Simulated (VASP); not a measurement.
# The defect B_Mg in a supercell of MgB2C2 (Pnnm), part 3 of 3

Wanted: what the defect B_Mg costs in MgB2C2 (Pnnm) and how the lattice relaxes round it. The start is a computed cell from the Materials Project.

VASP 6.6.1, plane waves and PAW; the level of theory is named at each step.

So far. Step 8 (Going on with the relaxation, spin collinear, charge 0): B left its start by 1.05 Å, and its nearest neighbours now lie at 1.68, 1.70 and 1.70 Å.

## 10. The defect cell, charge 1

This step: PBEsol; plane waves and PAW (Mg, B, C) (VASP 6.6.1).

This cell carries charge +1, set by NELECT and balanced by a uniform background.

File INCAR:

```
SYSTEM = Mg11B25C24
PREC = Normal
ENCUT = 400
EDIFF = 1E-05
NELM = 120
ISMEAR = 0
SIGMA = 0.05
LREAL = Auto
ALGO = Fast
GGA = PS
NELECT = 192
LORBIT = 11
LWAVE = True
LCHARG = .FALSE.
KPAR = 4
IBRION = 2
NSW = 50
ISIF = 2
EDIFFG = -0.03
POTIM = 0.4
MAXMIX = 40
ISYM = 0
```

File POSCAR:

```
Mg11B25C24
1.0
    4.6186696203      7.1768882529      0.0000000000
   -4.6186696203      7.1768882529      0.0000000000
    0.0000000000      0.0000000000      8.3003684025
Mg B C
11 25 24
Direct
    0.0000000000      0.5000000000      0.1666666700
    0.5000000000      0.0000000000      0.1666666700
    0.0000000000      0.0000000000      0.0000000000
    0.5010146500      0.4991041500      0.0019759800
    0.0000000000      0.5000000000      0.5000000000
    0.5000000000      0.0000000000      0.5000000000
    0.0000000000      0.0000000000      0.3333333300
    0.5033857400      0.5017333900      0.3322579800
    0.0000000000      0.5000000000      0.8333333300
    0.5000000000      0.0000000000      0.8333333300
    0.0000000000      0.0000000000      0.6666666700
    0.3063555100      0.4232274900      0.1666666700
    0.8063555100      0.9232274900      0.1666666700
    0.1936444900      0.0767725100      0.1666666700
    0.6936444900      0.5767725100      0.1666666700
    0.4232274900      0.8063555100      0.0000000000
    0.9232274900      0.3063555100      0.0000000000
    0.0767725100      0.6936444900      0.0000000000
    0.5767725100      0.1936444900      0.0000000000
    0.3052944600      0.4274329900      0.5009160300
    0.8063555100      0.9232274900      0.5000000000
    0.1936444900      0.0767725100      0.5000000000
    0.6908648000      0.5727351100      0.4956803300
    0.4232274900      0.8063555100      0.3333333300
    0.9232274900      0.3063555100      0.3333333300
    0.0767725100      0.6936444900      0.3333333300
    0.5767725100      0.1936444900      0.3333333300
    0.4976290100      0.5009158300      0.6685894800
    0.3056200000      0.4251245700      0.8326952900
    0.8063555100      0.9232274900      0.8333333300
    0.1936444900      0.0767725100      0.8333333300
    0.6982650900      0.5719295900      0.8331385200
    0.4240091900      0.8038145900      0.6658406700
    0.9251985000      0.3055650200      0.6624766200
    0.0782449100      0.6897040200      0.6628496800
    0.5730317900      0.1957527000      0.6725482100
    0.0027484800      0.2176288900      0.1666666700
    0.5027484800      0.7176288900      0.1666666700
    0.4972515200      0.2823711100      0.1666666700
    0.9972515200      0.7823711100      0.1666666700
    0.2176288900      0.5027484800      0.0000000000
    0.7176288900      0.0027484800      0.0000000000
    0.2823711100      0.9972515200      0.0000000000
    0.7823711100      0.4972515200      0.0000000000
    0.0027484800      0.2176288900      0.5000000000
    0.5024681500      0.7151868100      0.5031171300
    0.4982421900      0.2841775500      0.5044052600
    0.9972515200      0.7823711100      0.5000000000
    0.2176288900      0.5027484800      0.3333333300
    0.7176288900      0.0027484800      0.3333333300
    0.2823711100      0.9972515200      0.3333333300
    0.7823711100      0.4972515200      0.3333333300
    0.0027484800      0.2176288900      0.8333333300
    0.5046235300      0.7195141100      0.8324779600
    0.4956914400      0.2848989300      0.8358638900
    0.9972515200      0.7823711100      0.8333333300
    0.2154416200      0.5044091400      0.6664046400
    0.7176288900      0.0027484800      0.6666666700
    0.2823711100      0.9972515200      0.6666666700
    0.7798939800      0.5023945000      0.6714278700
```

File KPOINTS:

```
Automatic mesh
0
Gamma
2 2 2
0 0 0
```

PAW data sets: Mg, B and C (PBE family, release 64).

On the command line:

```console
$ mpirun -np 4 vasp_std
```

Elapsed: 13 min, on 4 MPI ranks of Intel Xeon 6975P-C (Granite Rapids), shared host; peak memory 1.9 GiB.

Relaxation path (22 of 50):

```tsv
step	energy less that of the first step (eV)	largest force (eV/Å)
1	0.0000	2.7609
3	-0.3212	0.7155
6	-0.4721	0.2594
8	-0.5086	0.3545
10	-0.5507	0.6476
13	-0.6390	1.4031
15	-0.6911	1.4248
17	-0.7990	1.6362
20	-1.1210	0.8714
22	-1.3755	0.7821
24	-1.6124	0.9262
27	-1.7233	0.8954
29	-1.8624	0.6529
31	-1.9361	0.7052
34	-2.0419	1.0085
36	-2.0468	1.6642
38	-2.1984	1.2997
41	-2.3218	1.1383
43	-2.3843	0.9981
45	-2.4906	0.8718
48	-2.6541	0.3166
50	-2.6897	0.1788
```

The atoms that moved most (Å):

```tsv
atom	dx	dy	dz	length
B28	0.186	-1.272	-0.045	1.286
Mg6	0.127	-0.101	0.005	0.162
Mg4	-0.017	0.107	-0.109	0.154
B36	0.118	-0.036	-0.070	0.142
C57	0.019	0.131	-0.019	0.134
Mg5	-0.127	-0.031	-0.014	0.131
B35	-0.047	0.105	0.018	0.117
Mg10	0.085	-0.072	0.025	0.114
```

The run used up its steps with a largest force of 0.18 eV/Å at its last finished step, so it is continued.

## 11. Going on with the relaxation, charge 1

This cell carries charge +1, set by NELECT and balanced by a uniform background.

INCAR: that of step 10 with these lines changed.

```diff
@@ -19,3 +19,3 @@
 EDIFFG = -0.03
-POTIM = 0.4
+POTIM = 0.25
 MAXMIX = 40
```

File POSCAR:

```
Mg11B25C24
1.0
    4.6186696203      7.1768882529      0.0000000000
   -4.6186696203      7.1768882529      0.0000000000
    0.0000000000      0.0000000000      8.3003684025
Mg B C
11 25 24
Direct
    0.9981015416      0.4992961304      0.1672907191
    0.4985818946      0.9983512447      0.1683769238
    0.0047680175      0.0043479069      0.0014864662
    0.5065755952      0.5084013855      0.9887973975
    0.9841162105      0.5116219029      0.4982716436
    0.5067537404      0.9792187700      0.5005823022
    0.0057828820      0.0020314286      0.3348872290
    0.5027027718      0.5066988162      0.3407753912
    0.9934837098      0.5036018350      0.8345599818
    0.5041509574      0.9857814687      0.8362920338
    0.0027145548      0.0090844779      0.6683399577
    0.3085846464      0.4270062990      0.1637469889
    0.8054820177      0.9292768382      0.1654331680
    0.1954535200      0.0785277547      0.1694003617
    0.6932890895      0.5768464599      0.1686340976
    0.4256113358      0.8076982269      0.0017686853
    0.9255803564      0.3086872919      0.0020912233
    0.0761732382      0.6983023661      0.9991776140
    0.5795178107      0.1972813828      0.9985638289
    0.2981901220      0.4268504179      0.4904259314
    0.8092414038      0.9243665525      0.4980456004
    0.1966041220      0.0783794919      0.5029784109
    0.6908855765      0.5752484523      0.5048763067
    0.4230148295      0.8052934113      0.3358583646
    0.9239968544      0.3070673130      0.3356182287
    0.0753959921      0.6965581818      0.3306437883
    0.5772151283      0.1956141688      0.3301543782
    0.4291627024      0.3921549174      0.6631738028
    0.3019676248      0.4303650180      0.8382539945
    0.8098934928      0.9252879506      0.8330002100
    0.1972115387      0.0791222378      0.8355418652
    0.6960162709      0.5796975569      0.8326773758
    0.4254850515      0.8002532693      0.6692182367
    0.9258261323      0.3115759871      0.6685599084
    0.0804986603      0.7021285216      0.6650427071
    0.5833572572      0.1804518279      0.6640547334
    0.0050740984      0.2199534360      0.1689241574
    0.5029655444      0.7182793401      0.1682601438
    0.4979627386      0.2870784408      0.1641363090
    0.9944405164      0.7850564425      0.1651208645
    0.2193270908      0.5092743195      0.9993189111
    0.7189628698      0.0093049797      0.9972832002
    0.2835382072      0.9994276251      0.0027484366
    0.7842113970      0.4993430186      0.0015130719
    0.0055003552      0.2196717692      0.5020530573
    0.5036970530      0.7171397808      0.5023720449
    0.4912829504      0.2823957305      0.5020045114
    0.9984869107      0.7837705518      0.4986003621
    0.2167097370      0.5058861197      0.3290266960
    0.7178657763      0.0076845981      0.3334202546
    0.2830698635      0.9976184520      0.3358416266
    0.7799450098      0.4958726340      0.3354742262
    0.0064674773      0.2209550620      0.8357469026
    0.5087213607      0.7217799230      0.8360493113
    0.4960745221      0.2855744168      0.8260066114
    0.9997773536      0.7852210575      0.8319087602
    0.2265988169      0.5114924916      0.6641464924
    0.7228892525      0.9993223037      0.6651907181
    0.2854537009      0.9966269722      0.6690357906
    0.7885097977      0.5031862725      0.6685498833
```

KPOINTS is that of step 10.

On the command line:

```console
$ mpirun -np 4 vasp_std
```

Run time: 4.8 min. Hardware: 4 MPI ranks; peak memory 1.9 GiB.

Relaxation path:

```tsv
step	energy less that of the first step (eV)	largest force (eV/Å)
1	0.0000	0.1767
2	-0.0085	0.1471
3	-0.0115	0.1619
4	-0.0176	0.1127
5	-0.0250	0.2064
6	-0.0310	0.1414
7	-0.0332	0.1724
8	-0.0393	0.1073
9	-0.0434	0.1474
10	-0.0485	0.1070
11	-0.0486	0.1499
12	-0.0520	0.0668
13	-0.0521	0.0845
14	-0.0543	0.0483
15	-0.0545	0.0604
16	-0.0560	0.0511
17	-0.0560	0.0694
18	-0.0573	0.0401
19	-0.0573	0.0563
20	-0.0583	0.0468
21	-0.0583	0.0557
22	-0.0590	0.0273
```

The atoms that moved most (Å):

```tsv
atom	dx	dy	dz	length
B29	0.019	-0.074	0.024	0.080
C55	0.010	-0.066	0.026	0.072
B28	0.014	-0.064	0.029	0.071
C57	0.019	-0.057	0.020	0.063
Mg9	-0.062	-0.002	0.006	0.063
C54	-0.023	-0.049	-0.021	0.058
B32	-0.022	-0.047	-0.019	0.055
C51	-0.016	0.035	-0.020	0.043
```

Numbers from this step:

```
electronic cycles   : 114
electrons           : 192
free energy (TOTEN) : -436.4952 eV
Fermi energy        : 4.968 eV
```

The run ended after 22 ionic steps, 0.059 eV below its first step, once the forces on the free atoms met EDIFFG = -0.03.

B left its start by 1.36 Å, and its nearest neighbours now lie at 1.59, 1.59 and 1.59 Å.

## 12. Formation energies

This step: point defect, PBEsol; plane waves and PAW (VASP 6.6.1).

This step runs nothing: it gathers the runs above.

This step gave:

```yaml
formation_energy_of_the_neutral_defect: 4.047 eV
gap_of_the_perfect_supercell_on_its_mesh: 1.338 eV
dielectric_constant_in_the_correction: 13.06
```

Formation energies (Mg from its element, B from its element), with the Fermi level at the valence top and at the conduction bottom (gap 1.34 eV):

```tsv
charge	at valence top (eV)	at conduction bottom (eV)	correction included (eV)
0	4.05	4.05	0.00
+1	3.46	4.80	0.13
```

| Fermi level (eV) | lowest formation energy (eV) |
| --- | --- |
| 0.00 | 3.46 |
| 0.12 | 3.58 |
| 0.24 | 3.70 |
| 0.36 | 3.82 |
| 0.49 | 3.94 |
| 0.61 | 4.05 |
| 0.73 | 4.05 |
| 0.85 | 4.05 |
| 0.97 | 4.05 |
| 1.10 | 4.05 |
| 1.22 | 4.05 |
| 1.34 | 4.05 |

Levels and occupations at the first k-point; a full level shows 1, which is two electrons in a run without spin and one in a spin channel. Single-particle levels, in eV, zero at the valence-band top of the host:

```tsv
	conduction bottom	valence top
q = 0	1.34	0.00
q = +1	1.34	0.00
```

```tsv
	spin	occupation	energy (eV)
q = 0	up	1	0.74
```

E_f is E(defect cell) less E(perfect cell), corrected for the atoms exchanged with their references. For charge q, q times the Fermi level (the perfect cell's valence-band top plus E_F) and an image-charge term are added.

References, in eV an atom: Mg -1.721 (crystal P6_3/mmc) and B -7.038 (crystal R-3m). They were run at the supercell's cutoff and functional, without U, and count both elements from their own phases.

By charge state:

```tsv
charge	formation energy, Fermi level at the valence-band top (eV)	of which image charge (eV)	shift of the far core potentials (eV)	moment (μB)	largest move from the displaced start (Å)
0	4.047	0.000	-0.077	1.00	1.03
+1	3.458	0.133	0.009	no spin	1.35
```

The image-charge term is the point-charge Madelung energy over a dielectric constant of 13.06 (electrons and ions), scaled by 1 − (1 − 1/ε)/3. The potential shift aligns the single-particle levels and is not added to the energies; levels within 0.4 eV of an edge, or in cells whose shift exceeds 0.2 eV, are left out, since at this cell size they may be band states; some may be the defect's own.

Levels between neighbouring charges run, above the valence-band top: (+1/0) at 0.59 eV. The gap of the perfect cell on its mesh is 1.34 eV; a level outside it means that one of its two charges is never the lower one for a Fermi level in the gap.

## 13. What came out

| Item | Value |
| --- | --- |
| formation energy at charge 0 | 4.047 eV |
| formation energy at charge +1 | 3.458 eV |
| gap of the perfect supercell, on its mesh | 1.34 eV |

**Reading.** The defect B_Mg costs 4.05 eV at charge 0 and 3.46 eV at charge +1 with the Fermi level at the valence-band top, with every exchanged atom at the energy of its element. At charge 0: B left its start by 1.05 Å, and its nearest neighbours now lie at 1.68, 1.70 and 1.70 Å. At charge +1: B left its start by 1.36 Å, and its nearest neighbours now lie at 1.59, 1.59 and 1.59 Å. With the Fermi level at the valence-band top the lowest of the charge states run is +1, and at the conduction-band bottom 0. Semilocal functionals make the gap too small, so transition levels near the band edges are uncertain. The supercell of 60 atoms is small, so interactions between images remain.

[Lines on the potential files, build, host, timing and source positions are cut from VASP's logs without a mark.]

[Logs are printed without paths, hosts, clocks, repeated set-up lines and the standing remarks that a program may print on its own settings, such as how far it seeks lower states.]

[Hosts, paths, dates, database ids (printed as entryN), source tags and the programs' standing remarks are cut or masked in the printed files.]

[In band tables of VASP the shares of atoms and orbitals are scaled to a sum of 1 inside the atoms' spheres.]

[Runs that stopped without an error message from VASP are left out.]
